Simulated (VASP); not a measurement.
GaAs in VASP 6.6.1, single-point calculation

INCAR

```
IBRION = -1
IVDW = 12
LWAVE = .FALSE.
LASPH = .TRUE.
LCHARG = .FALSE.
EDIFF = 1E-7
NELM = 120
GGA = PE
NSW = 0
PREC = Accurate
ISMEAR = -1
LREAL = .FALSE.
SIGMA = 0.02
IMIX = 1
AMIX = 0.1
ENCUT = 520
NBANDS = 16
ISIF = 2
```

KPOINTS

```
KPOINTS created by Atomic Simulation Environment
0
Gamma
8 8 8
0 0 0
```

POSCAR

```
Ga As
 1.0000000000000000
     0.0000000000000000    2.8330850946999999    2.8622658712000000
     2.8330850946999999    0.0000000000000000    2.8622658712000000
     2.8330850946999999    2.8330850946999999    0.0000000000000000
 Ga  As
   1   1
Cartesian
  0.0000000000000000  0.0000000000000000  0.0000000000000000
  1.4165425473499997  1.4165425473499997  1.4311329355999998
```

The recommended PBE PAW datasets give the neutral cell 18 valence electrons.

Command

```
mpirun -np 1 vasp_std
```

OSZICAR

```
N       E                     dE             d eps       ncg     rms          rms(c)
DAV:   1     0.842643730863E+02    0.84264E+02   -0.89173E+03  1904   0.154E+03
DAV:   2    -0.192953746443E+01   -0.86194E+02   -0.82346E+02  2184   0.310E+02
DAV:   3    -0.831666020130E+01   -0.63871E+01   -0.63677E+01  2288   0.656E+01
DAV:   4    -0.841578572314E+01   -0.99126E-01   -0.99111E-01  2320   0.913E+00
DAV:   5    -0.841717725671E+01   -0.13915E-02   -0.13915E-02  2312   0.977E-01    0.285E+00
DAV:   6    -0.836978403789E+01    0.47393E-01   -0.13496E-02  2840   0.196E+00    0.255E+00
DAV:   7    -0.833596840615E+01    0.33816E-01   -0.10246E-02  2960   0.146E+00    0.228E+00
DAV:   8    -0.831294604095E+01    0.23022E-01   -0.67917E-03  2984   0.109E+00    0.203E+00
DAV:   9    -0.829712076272E+01    0.15825E-01   -0.44988E-03  2976   0.823E-01    0.184E+00
DAV:  10    -0.828611896610E+01    0.11002E-01   -0.27608E-03  2960   0.629E-01    0.165E+00
...
DAV:  71    -0.826009165235E+01   -0.28810E-06   -0.19368E-08  1512   0.763E-04    0.354E-03
DAV:  72    -0.826009190203E+01   -0.24968E-06   -0.16595E-08  1472   0.703E-04    0.324E-03
DAV:  73    -0.826009211851E+01   -0.21648E-06   -0.14250E-08  1296   0.652E-04    0.296E-03
DAV:  74    -0.826009230547E+01   -0.18697E-06   -0.12228E-08  1360   0.601E-04    0.270E-03
DAV:  75    -0.826009246692E+01   -0.16145E-06   -0.10493E-08  1320   0.557E-04    0.247E-03
DAV:  76    -0.826009260730E+01   -0.14037E-06   -0.89921E-09  1128   0.513E-04    0.226E-03
DAV:  77    -0.826009272776E+01   -0.12047E-06   -0.77203E-09  1072   0.475E-04    0.207E-03
DAV:  78    -0.826009283198E+01   -0.10422E-06   -0.66161E-09  1064   0.438E-04    0.190E-03
DAV:  79    -0.826009292223E+01   -0.90251E-07   -0.56813E-09  1048   0.406E-04
   1 F= -.88980884E+01 E0= -.88980883E+01  d E =-.206680E-06
```

From OUTCAR

```
k-points           NKPTS =     59   k-points in BZ     NKDIM =     59   number of bands    NBANDS=     16

   NELECT =      18.0000    total number of electrons

   dimension x,y,z NGX =    30 NGY =   30 NGZ =   30
   dimension x,y,z NGXF=    60 NGYF=   60 NGZF=   60

  energy-cutoff  :      520.00
  volume of cell :       45.95
      direct lattice vectors                 reciprocal lattice vectors
     0.000000000  2.833085095  2.862265871    -0.176486051  0.176486051  0.174686777
     2.833085095  0.000000000  2.862265871     0.176486051 -0.176486051  0.174686777
     2.833085095  2.833085095  0.000000000     0.176486051  0.176486051 -0.174686777

 k-points in reciprocal lattice and weights: KPOINTS created by Atomic Simulation Env
   0.00000000  0.00000000  0.00000000       0.002
   0.12500000  0.00000000  0.00000000       0.016
   0.25000000  0.00000000  0.00000000       0.016
   0.37500000  0.00000000  0.00000000       0.016
   0.50000000  0.00000000  0.00000000       0.008
   0.12500000  0.12500000  0.00000000       0.004
   0.25000000  0.12500000  0.00000000       0.016
   0.37500000  0.12500000  0.00000000       0.016
   ...

 E-fermi :   3.9890

 k-point     1 :       0.0000    0.0000    0.0000
  band No.  band energies     occupation
      1     -11.0059      2.00000
      2     -11.0033      2.00000
      3     -11.0033      2.00000
      4     -10.9299      2.00000
      5     -10.9282      2.00000
      6      -8.8298      2.00000
      7       3.7364      1.99999
      8       3.7953      1.99988
      9       3.7953      1.99988
     10       4.1684      0.00026
     11       7.4911      0.00000
     12       7.4911      0.00000
     13       7.5189      0.00000
     14      11.3100      0.00000
     15      13.7551      0.00000
     16      13.9543      0.00000

 k-point     2 :       0.1250    0.0000    0.0000
  band No.  band energies     occupation
      1     -11.0166      2.00000
      2     -11.0016      2.00000
      3     -10.9999      2.00000
      4     -10.9302      2.00000
      5     -10.9283      2.00000
      6      -8.6518      2.00000
      7       1.8037      2.00000
      8       3.5221      2.00000
      9       3.5695      2.00000
     10       5.2865      0.00000
     11       7.8336      0.00000
     12       7.8362      0.00000
     13       7.9467      0.00000
     14      12.2344      0.00000
     15      12.9471      0.00000
     16      13.0876      0.00000

 k-point     3 :       0.2500    0.0000    0.0000
  band No.  band energies     occupation
      1     -11.0438      2.00000
      2     -10.9943      2.00000
      3     -10.9927      2.00000
      4     -10.9298      2.00000
      5     -10.9277      2.00000
      6      -8.1549      2.00000
      7      -0.3299      2.00000
      8       3.0818      2.00000
      9       3.1455      2.00000
     10       5.1698      0.00000
     11       8.3418      0.00000
     12       8.3621      0.00000
     13       9.6501      0.00000
     14      12.6671      0.00000
     15      12.7919      0.00000
     16      12.8023      0.00000

 ...

  Total       0.00801     0.00801    -0.16789     0.00000     0.00000     0.00000
  in kB       0.27919     0.27919    -5.85428     0.00000     0.00000     0.00000
  external pressure =       -1.77 kB  Pullay stress =        0.00 kB

 POSITION                                       TOTAL-FORCE (eV/Angst)
 -----------------------------------------------------------------------------------
      0.00000      0.00000      0.00000         0.000000      0.000000      0.000000
      1.41654      1.41654      1.43113        -0.000000      0.000000     -0.000000
 -----------------------------------------------------------------------------------
    total drift:                                0.000002      0.000002      0.000001

  FREE ENERGIE OF THE ION-ELECTRON SYSTEM (eV)
  ---------------------------------------------------
  free  energy   TOTEN  =        -8.8980884349 eV

  energy  without entropy=       -8.8980882282  energy(sigma->0) =       -8.89808833
```

It converged. Results: gap between bands v and c on the k mesh 0.37 eV; least direct gap on the k mesh 0.37 eV; pressure -0.2 GPa. Band v is the last that the valence electrons fill when counted band by band, and c is the next.

For comparison, a separate PBE run of the intended cell, on usual settings and not on those above, gives a gap of 0.37 eV on its mesh and a pressure of 2.2 GPa.

The run above took about 4.5 min on one core of a shared host (Intel Xeon Platinum 8488C) and held 0.2 GiB at most.
